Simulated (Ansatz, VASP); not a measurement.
## Ge: VASP beside Ansatz

File INCAR:

```
SYSTEM = Ge
PREC = Accurate
ENCUT = 520
EDIFF = 1E-6
ISMEAR = -1
SIGMA = 0.05
LREAL = .FALSE.
LASPH = .TRUE.
NELM = 80
ALGO = Normal
ISIF = 2
LWAVE = .FALSE.
LCHARG = .TRUE.
GGA = PE
LELF = .TRUE.
LVHAR = .TRUE.
NBANDS = 21
```

Contents of KPOINTS:

```
Automatic mesh
0
G
  6 6 6
  0 0 0
```

Contents of POSCAR:

```
Ge
1.0
    0.0000000000      2.8522904818      2.8522904818
    2.8522904818      0.0000000000      2.8522904818
    2.8522904818      2.8522904818      0.0000000000
Ge
2
Direct
    0.0000000000      0.0000000000      0.0000000000
    0.2500000000      0.2500000000      0.2500000000
```

Input for Ansatz:

```yaml
crystal:
  lattice:
    - [0.0, 2.852290481760624, 2.852290481760624]
    - [2.852290481760624, 0.0, 2.852290481760624]
    - [2.852290481760624, 2.852290481760624, 0.0]
  atoms:
    - { symbol: Ge, position: [0.0, 0.0, 0.0] }
    - { symbol: Ge, position: [0.25, 0.25, 0.25] }
basis:
  ecutwfc: 500.0
kpoints:
  mp_grid:
    grid: [6, 6, 6]
hamiltonian:
  xc: pbe
scf:
  occupations:
    method: fermi_dirac
    width: 0.05
output:
  stress: true
```

Alike in both runs: task single point; functional PBE; k mesh 6 × 6 × 6; occupations fermi-dirac, width 0.05 eV; no spin polarisation.

```csv
,VASP,Ansatz
version,VASP 6.6.1,Ansatz 0.2.0
potentials or method,"VASP PAW PBE potentials, release 64 (Ge_d)","plane waves, PAW"
plane-wave cutoff (eV),520,500
valence electrons in the cell,28,28
```

VASP gave:

| Property | Result |
| --- | --- |
| pressure (GPa) | 1.9 |

Problem. What did Ansatz give for the same quantities?

Solution. Pressure (GPa): 2.0.
